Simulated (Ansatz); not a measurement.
Input and command of a plane-wave DFT calculation in Ansatz:

```yaml
crystal:
  lattice:
    - [5.1053779309, 0.0, 0.0]
    - [-2.5526889655, 4.4213869841, 0.0]
    - [0.0, 0.0, 5.585046796]
  atoms:
    - { symbol: Si, position: [0.0, 0.5, 0.3333333333] }
    - { symbol: Si, position: [0.5, 0.5, 0.6666666667] }
    - { symbol: Si, position: [0.5, 0.0, 0.0] }
    - { symbol: O, position: [0.5839605948, 0.7919802974, 0.8333333333] }
    - { symbol: O, position: [0.7919802974, 0.5839605948, 0.5] }
    - { symbol: O, position: [0.7919802974, 0.2080197026, 0.1666666667] }
    - { symbol: O, position: [0.4160394052, 0.2080197026, 0.8333333333] }
    - { symbol: O, position: [0.2080197026, 0.4160394052, 0.5] }
    - { symbol: O, position: [0.2080197026, 0.7919802974, 0.1666666667] }
basis:
  ecutwfc: 420
kpoints:
  mp_grid: { grid: [6, 6, 4] }
  band_path:
    path:
      - [[0.0, 0.0, 0.0], [0.5, 0.0, 0.0], [0.33333333, 0.33333333, 0.0], [0.0, 0.0, 0.0], [0.0, 0.0, 0.5], [0.5, 0.0, 0.5], [0.33333333, 0.33333333, 0.5], [0.0, 0.0, 0.5]]
      - [[0.5, 0.0, 0.5], [0.5, 0.0, 0.0]]
      - [[0.33333333, 0.33333333, 0.5], [0.33333333, 0.33333333, 0.0]]
    npoints: 14
hamiltonian:
  xc: pbe
scf:
  occupations: { method: gaussian, width: 0.02 }
  n_extra_bands: 22
output:
  forces: true
  stress: true
  eigenvalues: true
  populations: true
  dos: { projected: true, de: 0.02, nscf_kmesh: { grid: [9, 9, 6] } }
  bader: true
  write_density: true
  write_potential: true
  elf: true
  volumetric_format: npy
```

```bash
ansatz run input.yaml --threads 2 --pin off --max-ram 5120MiB --backend cpu --events-out ev --progress --plain --runs-dir out
```

Processor: Arm Neoverse N1, 2 threads, on a host shared with other jobs.

How long does it run, and how much memory does it take?

About 2.3 min on 2 threads of Arm Neoverse N1, on a shared host, peak memory 0.62 GiB. It solves 46 bands at 21 k points (the mesh reduced by symmetry) with about 2485 plane waves, in 6 SCF iterations.
